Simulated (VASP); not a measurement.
ZrO2 (fluorite) relaxed at rising pressure, in one space group throughout; other phases were not tried. The pressures are those reached. Calculation: PBE GGA, VASP's PBE PAW potentials (set 64) (plane waves; VASP).

| P (GPa) | V (Å³/atom) | k-mesh |
|---|---|---|
| -0.04 | 11.159 | 8×8×8 |
| 4.94 | 10.937 | 8×8×8 |
| 9.94 | 10.735 | 8×8×8 |
| 19.77 | 10.386 | 8×8×8 |
| 29.75 | 10.083 | 8×8×8 |

Fit an equation of state and predict the volume at 45.33 GPa.

Least squares on the third-order Birch-Murnaghan form, P = (3B0/2)(y⁷ − y⁵)[1 + (3/4)(B′ − 4)(y² − 1)] with y = (V0/V)^(1/3), gives V0 = 11.157 Å³/atom, B0 = 238 GPa and B′ = 4.2, and so 9.684 Å³/atom. The run gave 9.686 Å³/atom, +0.0 % from the fit.

Pressures at which the relaxation failed are left out.

The compound is ZrO2 in the fluorite structure, the high-temperature cubic form, which is unstable at 0 K; the monoclinic form is the stable one.
